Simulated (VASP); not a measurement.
Input of a VASP 6.6.1 run:

File INCAR:

```
SYSTEM = TiTe2
ALGO = Normal
EDIFF = 1E-7
ENCUT = 520
GGA = PS
GGA_COMPAT = .False.
ISIF = 2
ISMEAR = -1
KPAR = 4
LASPH = .True.
LCHARG = .False.
LMAXMIX = 4
LORBIT = 11
LREAL = .False.
LSORBIT = .True.
LWAVE = .False.
MAGMOM = 0 0 0 0 0 0 0 0 0
NELM = 80
PREC = Accurate
SIGMA = 0.05
```

File KPOINTS:

```
k-points
0
Gamma
  9 9 5
  0 0 0
```

POSCAR

```
TiTe2
1.0
    3.7770000000      0.0000000000      0.0000000000
   -1.8885000000      3.2709779501      0.0000000000
    0.0000000000      0.0000000000      6.4980000000
Ti Te
1 2
Direct
    0.0000000000      0.0000000000      0.0000000000
    0.6666666667      0.3333333333      0.2628000000
    0.3333333333      0.6666666667      0.7372000000
```

Potentials or basis: VASP PAW PBE potentials, release 64 (Ti_sv, Te).

Command:

```console
$ cat potpaw_PBE.64/Ti_sv/POTCAR potpaw_PBE.64/Te/POTCAR > POTCAR
$ mpirun -np 4 vasp_ncl > vasp.out
```

Q: Predict the pressure.

A: -2.1 GPa.

Q: Estimate the largest force.

A: 0.086 eV/Å.

Stress tensor (GPa, compression positive):
```
-2.45  0.00  0.00
 0.00 -2.45  0.00
 0.00  0.00 -1.48
```

Caveat: the PAW data sets were made with another functional, which shifts forces and pressure a little; this functional lacks dispersion, which binds the layers, so the pressure and a relaxed spacing across them are unreliable.
